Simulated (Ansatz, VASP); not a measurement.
Two plane-wave programs on BaTiO3

```
Ba Ti O
1.0
     4.00600    0.00000    0.00000
     0.00000    4.00600    0.00000
     0.00000    0.00000    4.00600
Ba Ti O
1 1 3
Direct
  0.50000 0.50000 0.50000
  0.00000 0.00000 0.00000
  0.00000 0.00000 0.50000
  0.00000 0.50000 0.00000
  0.50000 0.00000 0.00000
```

Alike in both runs: task single point; functional PBE; k mesh 7 × 7 × 7; occupations fermi-dirac, width 0.05 eV; no spin polarisation.

|  | VASP | Ansatz |
| --- | --- | --- |
| version | VASP 6.6.1 | Ansatz 0.2.0 |
| potentials or method | VASP PAW PBE potentials, release 64 (Ba_sv, Ti_sv, O) | Ansatz PAW |
| plane-wave cutoff (eV) | 520 | 420 |
| valence electrons in the cell | 40 | 40 |

VASP gave:

| Item | Value |
| --- | --- |
| gap on the k mesh at the Fermi level (eV) | 1.80 |
| least direct gap on the mesh (eV) | 1.89 |
| pressure (GPa) | 3.4 |

Q: Which values does Ansatz return?

A: gap on the k mesh at the Fermi level (eV): 1.87; least direct gap on the mesh (eV): 1.91; pressure (GPa): 1.7.

Caveats: spin-orbit coupling is left out, which moves the levels of the heavy elements; an odd mesh through Γ misses points on the zone boundary, where band edges often lie (VASP); odd divisions of the mesh miss points on the zone boundary, where band edges often lie, so the gap on the mesh can be too wide (Ansatz); the pressure holds a Pulay correction of +0.5 GPa for the finite cutoff (Ansatz). A hybrid or GW would open this gap; PBE tends to underestimate it.
